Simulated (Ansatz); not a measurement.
**P under changes of volume**

One of the cells (20.458 Å³/atom); the others are scaled copies at fixed shape and fractional positions:

```
P
1.0
     1.64774   -5.46504    0.00000
     1.64774    5.46504    0.00000
     0.00000    0.00000    4.54364
P
4
Direct
  0.90414 0.09586 0.58882
  0.09586 0.90414 0.41118
  0.59586 0.40414 0.08882
  0.40414 0.59586 0.91118
```

```yaml
Program: Ansatz 0.2.0
Functional: PBE
Potentials_or_basis: PseudoDojo stringent (PBE files)
Cutoff: 599 eV
Density_cutoff: 2395 eV
k_mesh: 8 × 8 × 6
Occupations: fermi-dirac, width 0.05 eV
Spin: no spin polarisation
```

| volume (Å³/atom) | energy over the lowest point (meV/atom) | pressure (GPa) | largest force (eV/Å) |
| --- | --- | --- | --- |
| 19.230 | 39.18 | 7.6 | 0.926 |
| 19.639 | 22.50 | 5.5 | 0.718 |
| 20.049 | 10.73 | 3.7 | 0.526 |
| 20.458 | ? | ? | ? |
| 20.867 | 0.00 | 0.6 | 0.202 |
| 21.276 | 0.21 | -0.7 | 0.118 |
| 21.685 | 3.65 | -1.9 | 0.182 |

Task: What does the run at 20.458 Å³/atom give?

Result: Energy over the lowest point 3.38 meV/atom; pressure 2.1 GPa; largest force 0.352 eV/Å.

Worked out: A Birch-Murnaghan fit of order 3 (a polynomial in V^(-2/3)) to the other rows has its minimum at 21.04 Å³/atom with B0 = V·E''(V) = 69 GPa and B' = 4.3 at fixed shape and positions, which overstates the stiffness. It gives 3.38 meV/atom at 20.458 Å³/atom, against the run's 3.38, and -dE/dV = 2.1 GPa, against 2.1.

Energies are extrapolated to zero smearing.
